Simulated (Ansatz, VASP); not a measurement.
Two plane-wave programs on ZnO (zincite)

```
CELL_PARAMETERS angstrom
3.24931 0.00000 0.00000
-1.62465 2.81398 0.00000
0.00000 0.00000 5.20571
ATOMIC_POSITIONS crystal
Zn 0.66667 0.33333 0.00000
Zn 0.33333 0.66667 0.50000
O 0.33333 0.66667 0.87901
O 0.66667 0.33333 0.37901
```

Alike in both runs: task single point; functional PBE; k mesh 9 × 9 × 5; occupations gaussian, width 0.011 eV; no spin polarisation.

|  | VASP | Ansatz |
| --- | --- | --- |
| version | VASP 6.6.1 | Ansatz 0.2.0 |
| potentials or method | VASP PAW PBE potentials, release 64 (Zn, O) | Ansatz PAW |
| plane-wave cutoff (eV) | 520 | 420 |
| valence electrons in the cell | 36 | 36 |

|  | VASP | Ansatz | Ansatz less VASP |
| --- | --- | --- | --- |
| gap on the k mesh at the Fermi level (eV) | 0.79 | 0.80 | +0.015 |
| least direct gap on the mesh (eV) | 0.79 | 0.80 | +0.015 |
| pressure (GPa) | 6.0 | 4.9 | -1.11 |
| largest component of the traceless stress (GPa) | 1.17 | 1.14 | -0.038 |
| rms of the force components (eV/Å) | 0.043 | 0.040 | -0.0024 |

Atom by atom the forces differ by 0.002 eV/Å (rms over components). With one functional, cell and mesh, what is left measures potentials, basis and numerics.

Caveats: odd divisions of the mesh miss points on the zone boundary, where band edges often lie, so the gap on the mesh can be too wide (Ansatz); the pressure holds a Pulay correction of +0.7 GPa for the finite cutoff (Ansatz). As with any semilocal functional, this PBE gap is likely too small.
